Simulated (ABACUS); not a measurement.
The system is ZnSe (Stilleite).

```
Se Zn
1.0
     0.00000    2.83380    2.83380
     2.83380    0.00000    2.83380
     2.83380    2.83380    0.00000
Se Zn
1 1
Cartesian
  4.2507 4.2507 4.2507
  0.0000 0.0000 0.0000
```

| Property | Result |
| --- | --- |
| Program | ABACUS 3.10.1 |
| Task | relaxation of cell and atoms |
| Functional | M06-L |
| Potentials or basis | SG15 ONCV 1.2 PBE |
| Cutoff | 1374 eV |
| Density cutoff | 5497 eV |
| Basis | plane waves |
| k mesh | 5 × 5 × 5 |
| Occupations | fermi-dirac, width 0.05 eV |
| Spin | no spin polarisation |

At the start: pressure 1.3 GPa; volume 22.76 Å³/atom.

Task: How do energy, volume and symmetry change on relaxing?

Result: Over 3 steps the energy falls by 2.2 meV/atom and the volume is 23.20 Å³/atom (+2.0 %); space group F-43m (No. 216, to 0.05 Å).

The path:
| step | energy change (eV) | largest force (eV/Å) | pressure (GPa) | volume (Å³) |
| --- | --- | --- | --- | --- |
| 1 | 0.0000 | 0.0000 | 1.32 | 45.51 |
| 2 | -0.0015 | 0.0000 | 1.04 | 45.70 |
| 3 | -0.0045 | 0.0000 | 0.03 | 46.40 |

Final structure:
```
CELL_PARAMETERS angstrom
0.00000 2.85210 2.85210
2.85210 0.00000 2.85210
2.85210 2.85210 0.00000
ATOMIC_POSITIONS crystal
Se 0.75000 0.75000 0.75000
Zn 0.00000 0.00000 0.00000
```

Caveat: the potentials were made for another functional, which shifts forces and pressure.
